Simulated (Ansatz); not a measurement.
The compound is Te2Mo (1H sheet).

The cell holds 3 atoms: 1 Mo and 2 Te. Cell: a = 3.467 Å, b = 3.467 Å, c = 31.232 Å, α = 90.0°, β = 90.0°, γ = 120.0°. Vacuum lies along c.

```
Mo Te
1.0
    -3.00215    1.73329    0.00000
     0.00000   -3.46658    0.00000
     0.00000    0.00000   31.23162
Mo Te
1 2
Cartesian
  0.0000 0.0000 9.6721
  -1.0007 -1.7333 11.4670
  -1.0007 -1.7333 7.8773
```

The structure was relaxed with LDA. The structure was generated from a model, not taken from a measurement. The runs that relaxed it are not among those shown. The program's search for lower electronic states was switched off, so nothing shows that the state found is the lowest. Spin-orbit coupling is left out unless a run names it. PAW set soft_2, made with PBE.

A constrained-RPA run (Ansatz 0.2.0; non-magnetic LDA; Mo d + anion p, bands v7 to c4, 6×6×1 mesh, medium accuracy) builds 11 functions on bands 10 eV wide, with 14.0 electrons in the window. The bare on-site interaction is 12.9 eV and the bare J 0.48 eV.

Question: Estimate U, U′ and J.

On the Mo d shell, U = 5.76 eV (45 % of the bare value), U′ = 5.07 eV, J = 0.36 eV.

The parent state is non-magnetic and the interaction static (zero frequency); U depends on the window and the orbitals, so it belongs to this model alone. A window that holds the anion p bands defines a model with explicit ligands; its U belongs to that model and is not the U of DFT+U.

[Paths, hosts, dates, memory and timing lines, banners, echoed tables and standing remarks are left out of the program output.]

[Logs are printed without paths, hosts, clocks, repeated set-up lines and the standing remarks that a program may print on its own settings, such as how far it seeks lower states.]

[Runs of the session that timed out or met a known fault of the program may be left out.]

[Hosts, paths, dates, database ids (printed as entryN), source tags and the programs' standing remarks are cut or masked in the printed files.]
